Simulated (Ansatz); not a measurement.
## Stiffness of compounds in space group Fd-3m

The calculation used Ansatz 0.2.0, DFT, PBE, all-electron LAPW, scalar-relativistic.

All compounds have space group Fd-3m with 2 atoms in the primitive cell. V0, B0 and B0′ come from third-order Birch–Murnaghan fits to pressures at five volumes, with shape and internal coordinates held; prototypes and MP cells needn't be known phases. Spin-polarised runs start from parallel moments; other orders may lie lower.

Ti: Ti 8b (0.000 0.000 0.500); diamond type, relaxed by us; 11×11×11 mesh, smearing 0.05 eV; no spin
Y: Y 8b (0.000 0.000 0.500); diamond type, relaxed by us; 9×9×9 mesh, smearing 0.05 eV; no spin
V: V 8b (0.000 0.000 0.500); diamond type, relaxed by us; 10×10×10 mesh, smearing 0.08 eV; polarised, ending at 3.7 μB
Mo: Mo 8b (0.000 0.000 0.500); diamond type, relaxed by us; 11×11×11 mesh, smearing 0.05 eV; no spin
Cd: Cd 8b (0.000 0.000 0.500); diamond type, relaxed by us; 9×9×9 mesh, smearing 0.08 eV; no spin
Ge: Ge 8b (0.000 0.000 0.500); diamond type, relaxed by us; 11×11×11 mesh, smearing 0.05 eV; no spin

| compound | V0 (Å³/atom) | B0 (GPa) | B0′ | cell moment (μB) |
| --- | --- | --- | --- | --- |
| Ti | 22.88 | ? | 2.3 | – |
| Y | ? | 11 | 8.3 | – |
| V | 20.42 | 60 | 3.2 | 3.7 |
| Mo | 23.00 | 106 | 3.9 | – |
| Cd | 37.26 | 14 | 6.9 | – |
| Ge | ? | 58 | 4.8 | – |

(1) Fill in "V0 (Å³/atom)" for the row "Ge".

(2) What belongs in the row "Ti", column "B0 (GPa)"?

(3) Fill in "V0 (Å³/atom)" for the row "Y".

Results:

(1) 23.91.

(2) 35.

(3) 43.71.
